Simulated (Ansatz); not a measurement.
# Ga2O3 (Ga2O3 at 52 GPa): the cost of one run

Computed with Ansatz 0.2.0 (DFT, PBE, plane-wave PAW, default files, scalar-relativistic, unless a step's input says otherwise).

### 1 The starting structure

Symmetry: Pbcn, No. 60, orthorhombic system. The conventional cell has a = 6.942 Å, b = 4.732 Å, c = 4.855 Å, α = 90.00°, β = 90.00°, γ = 90.00°. Ga (site symmetry 1) is surrounded by 6 O at 1.84 to 2.02 Å. O (site symmetry 1) is surrounded by 4 Ga at 1.85 to 2.02 Å. Around O (site symmetry 2) lie 4 Ga at 1.84 to 1.94 Å.

Structure file:

```cif
data_structure
_symmetry_space_group_name_H-M 'Pbcn'
_symmetry_Int_Tables_number 60
_cell_length_a 6.9420
_cell_length_b 4.7320
_cell_length_c 4.8550
_cell_angle_alpha 90.000
_cell_angle_beta 90.000
_cell_angle_gamma 90.000
_cell_volume 159.48
loop_
_atom_site_label
_atom_site_type_symbol
_atom_site_symmetry_multiplicity
_atom_site_Wyckoff_symbol
_atom_site_fract_x
_atom_site_fract_y
_atom_site_fract_z
_atom_site_occupancy
Ga1 Ga 8 d 0.11724 0.75407 0.03473 1
O1 O 8 d 0.84730 0.60820 0.10338 1
O2 O 4 c 0.00000 0.05376 0.25000 1
```

The earlier run gave: gap on the mesh 4.33 eV, largest force 0.019 eV/Å, pressure 65.3 GPa.

Like atoms gathered into sites:

```tsv
site	atoms	first shell	V_zz (10²¹ V/m²)	η	C_Q (MHz)
Ga	1, 2, 3, 4, …	6 O at 1.84–2.02 Å	4.10	0.72	10.6 (⁷¹Ga)
O9	9, 10, 11, 12, …	4 Ga at 1.85–2.02 Å; also 4 Ga at 2.91–3.29 Å	-4.99	0.24	3.09 (¹⁷O)
O17	17, 18, 19, 20	4 Ga at 1.84–1.94 Å; also 4 Ga at 3.01–3.33 Å	-2.45	0.14	1.51 (¹⁷O)
```

V_zz is the principal component of the electric field gradient with the largest magnitude, η = (V_xx − V_yy)/V_zz and C_Q = eQV_zz/h. Q values from Pyykkö, Mol. Phys. 116, 1328 (2018).

### 2 Z stretched by +1 %, ions relaxed

The input, input.yaml:

```yaml
crystal:
  lattice:
    - [6.942, 0.0, 0.0]
    - [0.0, 4.732, 0.0]
    - [0.0, 0.0, 4.90355]
  atoms:
    - { symbol: Ga, position: [0.1172431422, 0.7540731967, 0.0347316265] }
    - { symbol: Ga, position: [0.6172431422, 0.7459268033, 0.9652683735] }
    - { symbol: Ga, position: [0.8827568578, 0.7540731967, 0.4652683735] }
    - { symbol: Ga, position: [0.3827568578, 0.7459268033, 0.5347316265] }
    - { symbol: Ga, position: [0.8827568578, 0.2459268033, 0.9652683735] }
    - { symbol: Ga, position: [0.3827568578, 0.2540731967, 0.0347316265] }
    - { symbol: Ga, position: [0.1172431422, 0.2459268033, 0.5347316265] }
    - { symbol: Ga, position: [0.6172431422, 0.2540731967, 0.4652683735] }
    - { symbol: O, position: [0.8472982105, 0.6081997762, 0.1033779228] }
    - { symbol: O, position: [0.3472982105, 0.8918002238, 0.8966220772] }
    - { symbol: O, position: [0.1527017895, 0.6081997762, 0.3966220772] }
    - { symbol: O, position: [0.6527017895, 0.8918002238, 0.6033779228] }
    - { symbol: O, position: [0.1527017895, 0.3918002238, 0.8966220772] }
    - { symbol: O, position: [0.6527017895, 0.1081997762, 0.1033779228] }
    - { symbol: O, position: [0.8472982105, 0.3918002238, 0.6033779228] }
    - { symbol: O, position: [0.3472982105, 0.1081997762, 0.3966220772] }
    - { symbol: O, position: [0.0, 0.0537551376, 0.25] }
    - { symbol: O, position: [0.5, 0.4462448624, 0.75] }
    - { symbol: O, position: [0.0, 0.9462448624, 0.75] }
    - { symbol: O, position: [0.5, 0.5537551376, 0.25] }
kpoints:
  mp_grid: { grid: [3, 5, 5] }
scf:
  occupations: { method: fermi_dirac, width: 0.02 }
hamiltonian:
  xc: pbe
  pseudopotentials: { kind: paw }
output:
  forces: true
  stress: true
  populations: true
  efg:
    quadrupole_moments_barn: { Ga: 0.107, O: -0.02558 }
    contact_densities: true
relax:
  f_tol: 0.02
  max_steps: 60
```

Launch:

```
$ ansatz run input.yaml --threads 1 --pin off --max-ram 3072MiB --backend cpu --events-out ev --progress --plain --runs-dir out
```

What time and memory should one allow on 1 thread of Arm Neoverse V2, shared host?

About 59 s, with a peak of 0.58 GiB.
